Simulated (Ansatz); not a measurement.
## C4H10O: which of these isomers lies lowest?

3 of its isomers, all singlets with charge 0: A = 1-butanol `CCCCO`; B = 2-methoxypropane `COC(C)C`; C = diethyl ether `CCOCC`.

Shapes, held fixed at every level: PBE0-D4/def2-TZVP. Flexible molecules stand in one conformer, not always the lowest. Programs: Ansatz 0.2.0.

Enthalpies at 298 K in kJ/mol, with harmonic thermal terms from PBE0-D4/def2-TZVP. Measured gas-phase heats of formation: A CRC Handbook of Chemistry and Physics; B CRC Handbook of Chemistry and Physics; C CRC Handbook of Chemistry and Physics.

```
               level                    kind  B − A  C − A
 B3LYP-D4/def2-TZVPP           global hybrid  +17.7  +20.7
 BHLYP-D4/def2-TZVPP           global hybrid  +19.2  +22.1
  PBE0-D4/def2-TZVPP           global hybrid  +23.7  +26.7
  wB97X-V/def2-TZVPP  range-separated hybrid  +20.0  +23.7
      MP2/def2-TZVPP     perturbation theory  +25.2  +31.1
    CCSD(T)/def2-SVP   coupled cluster or CI  +17.2  +21.8
  CCSD(T)/def2-TZVPP   coupled cluster or CI  +22.7  +27.4
CCSD(T)/CBS estimate   coupled cluster or CI  +24.5  +29.6
            measured              experiment  +22.9  +22.8
```

Experiment puts A lowest of these. All levels agree on that. Mean absolute errors: wB97X-V/def2-TZVPP 1.9; BHLYP-D4/def2-TZVPP 2.2; PBE0-D4/def2-TZVPP 2.3; CCSD(T)/def2-TZVPP 2.4; CCSD(T)/def2-SVP 3.3; B3LYP-D4/def2-TZVPP 3.7; CCSD(T)/CBS estimate 4.2; MP2/def2-TZVPP 5.3 kJ/mol. The CBS estimate extrapolates MP2 from def2-TZVPP and def2-QZVPP and adds CCSD(T) − MP2 in the triple-zeta set, cores frozen. Gaps this small can turn on the conformers taken.
